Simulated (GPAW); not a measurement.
# Pb (Fd-3m) in GPAW: notebook

Runs on Pb. Level: PBE. Tasks: optical spectrum.

Program: GPAW 26.7.0. These are calculated values, not measurements. Logs are shortened: lines on timing, memory, paths and dates and some standing lists are left out, and cuts for length are marked. The log counts tension as positive stress, the text compression.

### 1 The crystal as given

Symmetry: Fd-3m, No. 227, cubic system. Conventional cell: a = 6.738 Å, b = 6.738 Å, c = 6.738 Å, α = 90.00°, β = 90.00°, γ = 90.00°. Pb (site symmetry -43m) is surrounded by 4 Pb at 2.92 Å.

This isn't the form of Pb at room conditions, which is fcc.

### 2 Optical spectrum, PBE

run.py

```python
from ase.dft.bandgap import bandgap
from ase.io import read, write
from gpaw import GPAW, PW
from gpaw.response.df import DielectricFunction

atoms = read('Pb.xyz')

calc = GPAW(mode=PW(400),
            xc='PBE',
            kpts={'size': (6, 6, 6), 'gamma': True},
            occupations={'name': 'fermi-dirac', 'width': 0.05},
            nbands=24,
            convergence={'density': 1e-06},
            maxiter=150,
            txt='gpaw.txt')
atoms.calc = calc
energy = atoms.get_potential_energy()
calc.write('gs.gpw')
write('result.traj', atoms)
print(f'Energy: {energy:.6f} eV')
print('Fermi level:', round(calc.get_fermi_level(), 4), 'eV')
print(f'Gap: {bandgap(calc)[0]:.4f} eV, direct: {bandgap(calc, direct=True)[0]:.4f} eV')

dense = calc.fixed_density(kpts={'size': (17, 17, 17), 'gamma': True},
                           nbands=40, convergence={'bands': 34, 'eigenstates': 1e-7},
                           update_fermi_level=True, txt='dense.txt')
dense.write('dense.gpw', mode='all')

df = DielectricFunction('dense.gpw', frequencies={'type': 'nonlinear', 'domega0': 0.05, 'omega2': 10},
                        eta=0.1, ecut=50, nbands=34, rate='eta', txt='df.txt')
for direction in ['x']:
    df.get_dielectric_function(xc='RPA', direction=direction, filename=f'df_{direction}.csv')
```

Pb.xyz

```xyz
2
Lattice="0.0000000000 3.3687966822 3.3687966822 3.3687966822 0.0000000000 3.3687966822 3.3687966822 3.3687966822 0.0000000000" Properties=species:S:1:pos:R:3 pbc="T T T"
Pb     1.6843983411      1.6843983411      1.6843983411
Pb     0.0000000000      0.0000000000      0.0000000000
```

Potentials or basis: GPAW PAW data sets (gpaw-data 1.2.1), pw.

Launch:

```
$ OMP_NUM_THREADS=1 python run.py
```

gpaw.txt:

```text
__  _  _
 | _ |_)|_||  |
 |__||  | ||/\| - 26.7.0

Input parameters:
  mode=PW(ecut=400.0),
  convergence={'density': 1e-06},
  kpts=MonkhorstPack(size=(6, 6, 6), gamma=True),
  maxiter=150,
  nbands=24,
  occupations=Occupations(name='fermi-dirac', width=0.05),
  xc=XC(name='PBE')

Diagonalizing LCAO Hamiltonian
Converting LCAO to pw mode

            Pb

       Pb

Atoms  # Å, Bohr magnetons
|   | symbol |        x |        y |        z |    initial magnetic moments |
|---|--------|----------|----------|----------|-----------------------------|
| 0 |     Pb | 1.684398 | 1.684398 | 1.684398 | ( 0.0000,  0.0000,  0.0000) |
| 1 |     Pb | 0.000000 | 0.000000 | 0.000000 | ( 0.0000,  0.0000,  0.0000) |

Unit cell  # Å
| periodic |        x |        y |        z |  lengths |    angles |
|----------|----------|----------|----------|----------|-----------|
|      yes | 0.000000 | 3.368797 | 3.368797 | 4.764198 | 60.000000 |
|      yes | 3.368797 | 0.000000 | 3.368797 | 4.764198 | 60.000000 |
|      yes | 3.368797 | 3.368797 | 0.000000 | 4.764198 | 60.000000 |

Number of symmetries: 24
Symmetry operations  # r_c * U_cc + t_c -> r_c
|    | kind |            matrix            |
|----|------|------------------------------|
|  0 |  E   |  1, 0, 0,  0, 1, 0,  0, 0, 1 |
|  1 |  σ   |  1, 0, 0,  0, 0, 1,  0, 1, 0 |
|  2 |  σ   |  1, 0,-1,  0, 1,-1,  0, 0,-1 |
|  3 |  C3  |  1, 0,-1,  0, 0,-1,  0, 1,-1 |
|  4 |  C3  |  1,-1, 0,  0,-1, 1,  0,-1, 0 |
|  5 |  σ   |  1,-1, 0,  0,-1, 0,  0,-1, 1 |
|  6 |  σ   |  0, 1, 0,  1, 0, 0,  0, 0, 1 |
|  7 |  C3  |  0, 1, 0,  0, 0, 1,  1, 0, 0 |
|  8 |  C2  |  0, 1,-1,  1, 0,-1,  0, 0,-1 |
|  9 |  S4  |  0, 1,-1,  0, 0,-1,  1, 0,-1 |
| 10 |  C3  |  0, 0, 1,  1, 0, 0,  0, 1, 0 |
| 11 |  σ   |  0, 0, 1,  0, 1, 0,  1, 0, 0 |
| 12 |  S4  |  0, 0,-1,  1, 0,-1,  0, 1,-1 |
| 13 |  C3  |  0, 0,-1,  0, 1,-1,  1, 0,-1 |
| 14 |  S4  |  0,-1, 1,  1,-1, 0,  0,-1, 0 |
| 15 |  C2  |  0,-1, 1,  0,-1, 0,  1,-1, 0 |
| 16 |  C3  |  0,-1, 0,  1,-1, 0,  0,-1, 1 |
| 17 |  S4  |  0,-1, 0,  0,-1, 1,  1,-1, 0 |
| 18 |  S4  | -1, 1, 0, -1, 0, 1, -1, 0, 0 |
| 19 |  C3  | -1, 1, 0, -1, 0, 0, -1, 0, 1 |
| 20 |  C3  | -1, 0, 1, -1, 1, 0, -1, 0, 0 |
| 21 |  S4  | -1, 0, 1, -1, 0, 0, -1, 1, 0 |
| 22 |  σ   | -1, 0, 0, -1, 1, 0, -1, 0, 1 |
| 23 |  C2  | -1, 0, 0, -1, 0, 1, -1, 1, 0 |

BZ-sampling:
  Number of BZ points: 216
  Number of IBZ points: 16

  Monkhorst-Pack size: [6, 6, 6]
  Monkhorst-Pack shift: [0.08333333333333333, 0.08333333333333333, 0.08333333333333333]

K-points  # in reciprocal-cell coordinates
|     |                                coordinates |     weight |
|-----|--------------------------------------------|------------|
|   0 | (  0.00000000,   0.00000000,   0.00000000) | 0.00462963 |
|   1 | (  0.16666667,   0.16666667,   0.00000000) | 0.02777778 |
|   2 | (  0.16666667,   0.16666667,   0.16666667) | 0.03703704 |
|   3 | (  0.33333333,   0.16666667,   0.16666667) | 0.05555556 |
|   4 | (  0.33333333,   0.33333333,  -0.33333333) | 0.05555556 |
|   5 | (  0.33333333,   0.33333333,   0.00000000) | 0.02777778 |
|   6 | (  0.33333333,   0.33333333,   0.16666667) | 0.11111111 |
|   7 | (  0.33333333,   0.33333333,   0.33333333) | 0.03703704 |
|   8 | (  0.50000000,   0.33333333,  -0.33333333) | 0.11111111 |
|   9 | (  0.50000000,   0.33333333,  -0.16666667) | 0.05555556 |
| ... |                                            |            |
|  15 | (  0.50000000,   0.50000000,   0.50000000) | 0.01851852 |

Plane wave coefficients: 1411
Cutoff: 400.0 eV

Spin-components: 1 (collinear spins)
Bands:           24
Projectors:      12
Spin-degeneracy: 2
Datatype:        complex128

Parallelization:
  kpt:    1
  domain: 1
  band:   1

Density:
  Valence electrons: 28.0
  Components: 1
  Grid points: [24 24 24]
  Charge: 0.0  # |e|

Potential:
  Grid points: [24 24 24]

species:
  Pb:
    name:    Lead
    Z:       82.0
    valence: 14
    core:    68
    charge:  0.0  # [|e|]
    compensation charges:
      type: gauss
      rc: 0.38  # [Å]
      lmax: 2
    cutoffs:
      filter: 2.36  # [Å]
      core: 2.43  # [Å]
    projectors
    | kind |    occ | energy [eV] | rcut [Å] |
    |------|--------|-------------|----------|
    |   6s |  2.000 |     -11.969 |    1.259 |
    |   6p |  2.000 |      -3.506 |    1.275 |
    |   5d | 10.000 |     -21.211 |    1.217 |
    |    s |        |      15.243 |    1.259 |
    |    p |        |      23.705 |    1.275 |
    |    d |        |       6.001 |    1.217 |

    Using partial waves for Pb as LCAO basis

Reference energy: -1134548.926728  # eV

eigensolver:
  PPCG
  Converge bands: occupied
  niter=2

density mixing:
  MSR1-Mixer
  Pratt-step length: 0.05
  Maximum mixing coefficient: 0.75
  Old densities: 10
  SVD Regularization: 0.005
  Good broyden scale: 1.0
  Trust region scale: 1.0
  Backstep threshold: 4.0
  History deletion threshold: 6.0
  Fourier metric: weight=20.0, sigma=0.015

occupation numbers:
  Fermi-Dirac:
    width: 0.0500  # eV

poisson solver:
  ecut: 3200.0  # eV

xc functional:
  name: PBE with 2 nearest neighbor stencil

convergence criteria:
- Maximum integral of absolute [dens]ity change: 1e-06 electrons / valence electron
- Maximum [total energy] change in last 3 cyles: 0.0005 eV / valence electron
- Maximum integral of absolute [eigenst]ate change: 4e-08 eV^2 / valence electron
maximum number of iterations: 150

SCF iterations
|iter     | |      energy | eigst |  dens |
|---------|-|-------------|-------|-------|
|iter:   1| |   -6.849266 | -0.10 |       |
|iter:   2| |   -6.855641 | -1.94 | -1.53 |
|iter:   3| |   -6.830867 | -2.45 | -1.56 |
|iter:   4| |   -6.835525 | -3.20 | -2.03 |
|iter:   5| |   -6.837055c| -3.96 | -2.45 |
|iter:   6| |   -6.837123c| -5.13 | -3.26 |
|iter:   7| |   -6.837124c| -6.52 | -4.10 |
|iter:   8| |   -6.837125c| -7.15 | -4.43 |
|iter:   9| |   -6.837125c| -7.59c| -5.12 |
|iter:  10| |   -6.837125c| -8.32c| -5.76 |
|iter:  11| |   -6.837125c| -8.83c| -6.26c|

Converged in 11 steps
Energy contributions relative to reference atoms: (reference = -1134548.926728)

Energy contributions:
  Kinetic:          23.746550
  Coulomb:         -22.355032
  Zero:              0.265850
  External:          0.000000
  Xc:               -8.490481
  Entropy:          -0.008023
  Spinorbit:         0.000000
  ----------------------------
  Free energy:      -6.841136
  Extrapolated:     -6.837125

dipole moment: (-32.798239, -32.798239, -32.798239)  # |e|*Ang

Fermi level: 5.091
Eigenvalues  # (at kpt = [0.000, 0.000, 0.000])
| band index |      eig [eV] | occ [0-2] |
|------------|---------------|-----------|
|          0 |       -12.136 |     2.000 |
|        ... |               |           |
|          4 |       -12.050 |     2.000 |
|          5 |       -11.545 |     2.000 |
|          6 |       -11.545 |     2.000 |
|          7 |       -11.545 |     2.000 |
|          8 |       -11.509 |     2.000 |
|          9 |       -11.509 |     2.000 |
[... 8 lines left out ...]
|         18 |         9.384 |     0.000 |
|         19 |        13.243 |     0.000 |
|        ... |               |           |
|         23 |        13.853 |     0.000 |

No gap
No difference between direct/indirect transitions
# Writing to gs.gpw (mode='')
```

Wall time 5.5 min (1 thread of Arm Neoverse V2, shared host); peak memory 0.48 GiB.

What came out:

```yaml
Free_energy: -6.8411 eV
Band_gap_on_the_k_mesh: none (metal or under the smearing width)
```

Dielectric function (mean over the directions given):
```tsv
energy (eV)	real part	imaginary part
0.25	-79.76	155.04
1.15	3.89	19.59
2.18	5.34	11.74
3.17	-3.34	16.34
4.16	-4.24	7.41
5.16	-4.15	3.86
6.15	-2.54	2.31
7.12	-1.41	1.76
8.16	-1.14	1.47
9.18	-0.95	0.83
10.06	-0.50	0.55
11.09	-0.19	0.57
12.08	-0.10	0.34
13.00	0.19	0.26
14.10	0.36	0.25
15.13	0.46	0.24
16.21	0.53	0.13
17.36	0.76	0.22
18.58	0.67	0.28
19.87	0.79	0.25
```

Caveat: the intraband term hangs on this k mesh; the long-wavelength limit can be off by a per cent or two; independent-particle spectra lack excitons. Spin-orbit coupling is left out, which matters for the levels of Pb.

### 3 Optical spectrum, PBE

This run uses another cell than the first one, of 39.05 Å³/atom, 1.021 times its volume.

run.py is that of step 2.

Pb.xyz

```xyz
2
Lattice="0.0000000000 3.3925213842 3.3925213842 3.3925213842 0.0000000000 3.3925213842 3.3925213842 3.3925213842 0.0000000000" Properties=species:S:1:pos:R:3 pbc="T T T"
Pb     1.6962606921      1.6962606921      1.6962606921
Pb     0.0000000000      0.0000000000      0.0000000000
```

Potentials or basis: GPAW PAW data sets (gpaw-data 1.2.1), pw.

Launch:

```
$ OMP_NUM_THREADS=1 python run.py
```

gpaw.txt:

```text
__  _  _
 | _ |_)|_||  |
 |__||  | ||/\| - 26.7.0

Input parameters:
  mode=PW(ecut=400.0),
  convergence={'density': 1e-06},
  kpts=MonkhorstPack(size=(6, 6, 6), gamma=True),
  maxiter=150,
  nbands=24,
  occupations=Occupations(name='fermi-dirac', width=0.05),
  xc=XC(name='PBE')

Diagonalizing LCAO Hamiltonian
Converting LCAO to pw mode

            Pb

       Pb

Atoms  # Å, Bohr magnetons
|   | symbol |        x |        y |        z |    initial magnetic moments |
|---|--------|----------|----------|----------|-----------------------------|
| 0 |     Pb | 1.696261 | 1.696261 | 1.696261 | ( 0.0000,  0.0000,  0.0000) |
| 1 |     Pb | 0.000000 | 0.000000 | 0.000000 | ( 0.0000,  0.0000,  0.0000) |

Unit cell  # Å
| periodic |        x |        y |        z |  lengths |    angles |
|----------|----------|----------|----------|----------|-----------|
|      yes | 0.000000 | 3.392521 | 3.392521 | 4.797750 | 60.000000 |
|      yes | 3.392521 | 0.000000 | 3.392521 | 4.797750 | 60.000000 |
|      yes | 3.392521 | 3.392521 | 0.000000 | 4.797750 | 60.000000 |

Number of symmetries: 24
Symmetry operations  # r_c * U_cc + t_c -> r_c
|    | kind |            matrix            |
|----|------|------------------------------|
|  0 |  E   |  1, 0, 0,  0, 1, 0,  0, 0, 1 |
|  1 |  σ   |  1, 0, 0,  0, 0, 1,  0, 1, 0 |
|  2 |  σ   |  1, 0,-1,  0, 1,-1,  0, 0,-1 |
|  3 |  C3  |  1, 0,-1,  0, 0,-1,  0, 1,-1 |
|  4 |  C3  |  1,-1, 0,  0,-1, 1,  0,-1, 0 |
|  5 |  σ   |  1,-1, 0,  0,-1, 0,  0,-1, 1 |
|  6 |  σ   |  0, 1, 0,  1, 0, 0,  0, 0, 1 |
|  7 |  C3  |  0, 1, 0,  0, 0, 1,  1, 0, 0 |
|  8 |  C2  |  0, 1,-1,  1, 0,-1,  0, 0,-1 |
|  9 |  S4  |  0, 1,-1,  0, 0,-1,  1, 0,-1 |
| 10 |  C3  |  0, 0, 1,  1, 0, 0,  0, 1, 0 |
| 11 |  σ   |  0, 0, 1,  0, 1, 0,  1, 0, 0 |
| 12 |  S4  |  0, 0,-1,  1, 0,-1,  0, 1,-1 |
| 13 |  C3  |  0, 0,-1,  0, 1,-1,  1, 0,-1 |
| 14 |  S4  |  0,-1, 1,  1,-1, 0,  0,-1, 0 |
| 15 |  C2  |  0,-1, 1,  0,-1, 0,  1,-1, 0 |
| 16 |  C3  |  0,-1, 0,  1,-1, 0,  0,-1, 1 |
| 17 |  S4  |  0,-1, 0,  0,-1, 1,  1,-1, 0 |
| 18 |  S4  | -1, 1, 0, -1, 0, 1, -1, 0, 0 |
| 19 |  C3  | -1, 1, 0, -1, 0, 0, -1, 0, 1 |
| 20 |  C3  | -1, 0, 1, -1, 1, 0, -1, 0, 0 |
| 21 |  S4  | -1, 0, 1, -1, 0, 0, -1, 1, 0 |
| 22 |  σ   | -1, 0, 0, -1, 1, 0, -1, 0, 1 |
| 23 |  C2  | -1, 0, 0, -1, 0, 1, -1, 1, 0 |

BZ-sampling:
  Number of BZ points: 216
  Number of IBZ points: 16

  Monkhorst-Pack size: [6, 6, 6]
  Monkhorst-Pack shift: [0.08333333333333333, 0.08333333333333333, 0.08333333333333333]

K-points  # in reciprocal-cell coordinates
|     |                                coordinates |     weight |
|-----|--------------------------------------------|------------|
|   0 | (  0.00000000,   0.00000000,   0.00000000) | 0.00462963 |
|   1 | (  0.16666667,   0.16666667,   0.00000000) | 0.02777778 |
|   2 | (  0.16666667,   0.16666667,   0.16666667) | 0.03703704 |
|   3 | (  0.33333333,   0.16666667,   0.16666667) | 0.05555556 |
|   4 | (  0.33333333,   0.33333333,  -0.33333333) | 0.05555556 |
|   5 | (  0.33333333,   0.33333333,   0.00000000) | 0.02777778 |
|   6 | (  0.33333333,   0.33333333,   0.16666667) | 0.11111111 |
|   7 | (  0.33333333,   0.33333333,   0.33333333) | 0.03703704 |
|   8 | (  0.50000000,   0.33333333,  -0.33333333) | 0.11111111 |
|   9 | (  0.50000000,   0.33333333,  -0.16666667) | 0.05555556 |
| ... |                                            |            |
|  15 | (  0.50000000,   0.50000000,   0.50000000) | 0.01851852 |

Plane wave coefficients: 1435
Cutoff: 400.0 eV

Spin-components: 1 (collinear spins)
Bands:           24
Projectors:      12
Spin-degeneracy: 2
Datatype:        complex128

Parallelization:
  kpt:    1
  domain: 1
  band:   1

Density:
  Valence electrons: 28.0
  Components: 1
  Grid points: [24 24 24]
  Charge: 0.0  # |e|

Potential:
  Grid points: [24 24 24]

species:
  Pb:
    name:    Lead
    Z:       82.0
    valence: 14
    core:    68
    charge:  0.0  # [|e|]
    compensation charges:
      type: gauss
      rc: 0.38  # [Å]
      lmax: 2
    cutoffs:
      filter: 2.36  # [Å]
      core: 2.43  # [Å]
    projectors
    | kind |    occ | energy [eV] | rcut [Å] |
    |------|--------|-------------|----------|
    |   6s |  2.000 |     -11.969 |    1.259 |
    |   6p |  2.000 |      -3.506 |    1.275 |
    |   5d | 10.000 |     -21.211 |    1.217 |
    |    s |        |      15.243 |    1.259 |
    |    p |        |      23.705 |    1.275 |
    |    d |        |       6.001 |    1.217 |

    Using partial waves for Pb as LCAO basis

Reference energy: -1134548.926728  # eV

eigensolver:
  PPCG
  Converge bands: occupied
  niter=2

density mixing:
  MSR1-Mixer
  Pratt-step length: 0.05
  Maximum mixing coefficient: 0.75
  Old densities: 10
  SVD Regularization: 0.005
  Good broyden scale: 1.0
  Trust region scale: 1.0
  Backstep threshold: 4.0
  History deletion threshold: 6.0
  Fourier metric: weight=20.0, sigma=0.015

occupation numbers:
  Fermi-Dirac:
    width: 0.0500  # eV

poisson solver:
  ecut: 3200.0  # eV

xc functional:
  name: PBE with 2 nearest neighbor stencil

convergence criteria:
- Maximum integral of absolute [dens]ity change: 1e-06 electrons / valence electron
- Maximum [total energy] change in last 3 cyles: 0.0005 eV / valence electron
- Maximum integral of absolute [eigenst]ate change: 4e-08 eV^2 / valence electron
maximum number of iterations: 150

SCF iterations
|iter     | |      energy | eigst |  dens |
|---------|-|-------------|-------|-------|
|iter:   1| |   -6.889635 | -0.10 |       |
|iter:   2| |   -6.896331 | -1.94 | -1.54 |
|iter:   3| |   -6.873270 | -2.45 | -1.57 |
|iter:   4| |   -6.877917 | -3.21 | -2.03 |
|iter:   5| |   -6.879400c| -3.98 | -2.46 |
|iter:   6| |   -6.879465c| -5.14 | -3.26 |
|iter:   7| |   -6.879466c| -6.51 | -4.11 |
|iter:   8| |   -6.879466c| -7.10 | -4.44 |
|iter:   9| |   -6.879466c| -7.62c| -5.13 |
|iter:  10| |   -6.879466c| -8.26c| -5.93 |
|iter:  11| |   -6.879466c| -8.82c| -6.27c|

Converged in 11 steps
Energy contributions relative to reference atoms: (reference = -1134548.926728)

Energy contributions:
  Kinetic:          22.208451
  Coulomb:         -21.142427
  Zero:              0.263382
  External:          0.000000
  Xc:               -8.204790
  Entropy:          -0.008164
  Spinorbit:         0.000000
  ----------------------------
  Free energy:      -6.883548
  Extrapolated:     -6.879466

dipole moment: (-32.951129, -32.951129, -32.951129)  # |e|*Ang

Fermi level: 4.883
Eigenvalues  # (at kpt = [0.000, 0.000, 0.000])
| band index |      eig [eV] | occ [0-2] |
|------------|---------------|-----------|
|          0 |       -12.293 |     2.000 |
|        ... |               |           |
|          4 |       -12.210 |     2.000 |
|          5 |       -11.732 |     2.000 |
|          6 |       -11.732 |     2.000 |
|          7 |       -11.732 |     2.000 |
|          8 |       -11.700 |     2.000 |
|          9 |       -11.700 |     2.000 |
[... 8 lines left out ...]
|         18 |         9.168 |     0.000 |
|         19 |        13.023 |     0.000 |
|        ... |               |           |
|         23 |        13.569 |     0.000 |

No gap
No difference between direct/indirect transitions
# Writing to gs.gpw (mode='')
```

stdout:

```text
Energy: -6.879466 eV
Fermi level: 4.8833 eV
Gap: 0.0000 eV, direct: 0.0000 eV
```

It took 5.4 min on 1 thread of Arm Neoverse V2, shared host; peak memory 0.48 GiB.

What came out:

* Free energy: -6.8835 eV
* Band gap on the k mesh: none (metal or under the smearing width)

Dielectric function (mean over the directions given):
| energy (eV) | real part | imaginary part |
| --- | --- | --- |
| 0.25 | -68.95 | 147.04 |
| 0.88 | -0.45 | 18.12 |
| 1.54 | 3.12 | 11.73 |
| 2.18 | 6.46 | 11.51 |
| 2.79 | 1.24 | 17.37 |
| 3.43 | -5.40 | 8.97 |
| 4.16 | -3.57 | 7.03 |
| 4.79 | -4.06 | 5.44 |
| 5.38 | -3.11 | 3.05 |
| 6.07 | -2.45 | 2.32 |
| 6.63 | -1.75 | 2.03 |
| 7.29 | -1.37 | 1.71 |
| 8.07 | -1.13 | 1.55 |
| 8.71 | -0.96 | 1.02 |
| 9.27 | -0.81 | 0.69 |
| 9.96 | -0.47 | 0.56 |
| 10.57 | -0.21 | 0.56 |
| 11.20 | -0.15 | 0.58 |
| 11.96 | -0.09 | 0.34 |
| 12.53 | 0.10 | 0.24 |
| 13.24 | 0.24 | 0.26 |
| 13.85 | 0.37 | 0.24 |
| 14.48 | 0.41 | 0.26 |
| 15.13 | 0.45 | 0.26 |
| 15.94 | 0.50 | 0.15 |
| 16.64 | 0.68 | 0.13 |
| 17.36 | 0.78 | 0.22 |
| 18.12 | 0.74 | 0.33 |
| 18.90 | 0.68 | 0.26 |
| 19.87 | 0.80 | 0.25 |

Caveat: the intraband term hangs on this k mesh; the long-wavelength limit can be off by a per cent or two; independent-particle spectra lack excitons.
